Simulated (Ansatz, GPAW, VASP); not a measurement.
# InAs: programs and potentials compared

```
CELL_PARAMETERS angstrom
0.00000 3.01800 3.01800
3.01800 0.00000 3.01800
3.01800 3.01800 0.00000
ATOMIC_POSITIONS crystal
In 0.00000 0.00000 0.00000
As 0.75000 0.75000 0.75000
```

Alike in all runs: task single point; functional PBE; k mesh 8 × 8 × 8; occupations gaussian, width 0.022 eV; no spin polarisation; no spin-orbit coupling. A missing gap at this level doesn't show that the real crystal is a metal. Pressure is positive in compression and, in plane waves, holds the error of the finite cutoff, which Ansatz's Pulay term estimates and takes out.

| program and potentials | plane-wave cutoff (eV) | notes | band gap (eV) | pressure (GPa) |
| --- | --- | --- | --- | --- |
| Ansatz, Ansatz PAW | 420 | 14 valence electrons an atom on average; Pulay term of +0.04 GPa included | no gap | 4.29 |
| GPAW, GPAW PAW data sets (gpaw-data 1.2.1) | 600 | 9 valence electrons an atom on average | no gap | 4.04 |
| Ansatz, all-electron LAPW, scalar-relativistic | - | - | no gap | 4.30 |
| VASP, PBE PAW files As, In_d, 520 eV | 520 | 9 valence electrons an atom on average | no gap | 4.36 |

None finds a gap. The pressure spans 4.04 (GPAW, GPAW PAW data sets (gpaw-data 1.2.1)) to 4.36 GPa (VASP, PBE PAW files As, In_d, 520 eV), with all-electron results at 4.30.

Differences between rows come from potentials, basis sets and numerical settings, since the functional is the same but for its coding. Runs on potential files found faulty are left out.
